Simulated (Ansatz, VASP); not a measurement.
One calculation of Na2S, two programs

```xyz
3
Lattice="0.0000 3.2836 3.2836 3.2836 0.0000 3.2836 3.2836 3.2836 0.0000" Properties=species:S:1:pos:R:3 pbc="T T T"
Na    1.6418    1.6418    1.6418
Na    4.9254    4.9254    4.9254
S     0.0000    0.0000    0.0000
```

Alike in both runs: functional PBE; k mesh 8 × 8 × 8; occupations gaussian, width 0.02 eV; no spin polarisation.

Ansatz relaxed the structure, and its values are those at the end. VASP's run is a single point on that final structure, the one shown.

|  | VASP | Ansatz |
| --- | --- | --- |
| version | VASP 6.6.1 | Ansatz 0.2.0 |
| potentials or method | VASP PAW PBE potentials, release 64 (Na_pv, S) | scalar-relativistic, plane waves, PAW |
| plane-wave cutoff (eV) | 520 | 420 |
| valence electrons in the cell | 20 | 24 |

|  | VASP | Ansatz | Ansatz less VASP |
| --- | --- | --- | --- |
| gap on the k mesh at the Fermi level (eV) | 2.45 | 2.45 | +0.002 |
| least direct gap on the mesh (eV) | 2.45 | 2.45 | +0.002 |
| pressure (GPa) | 0.0 | 0.0 | -0.02 |

The two sets of potentials don't hold the same shells in valence.

A k mesh can miss the band edges. Expect the measured gap to be larger: semilocal functionals such as PBE lack the derivative discontinuity.
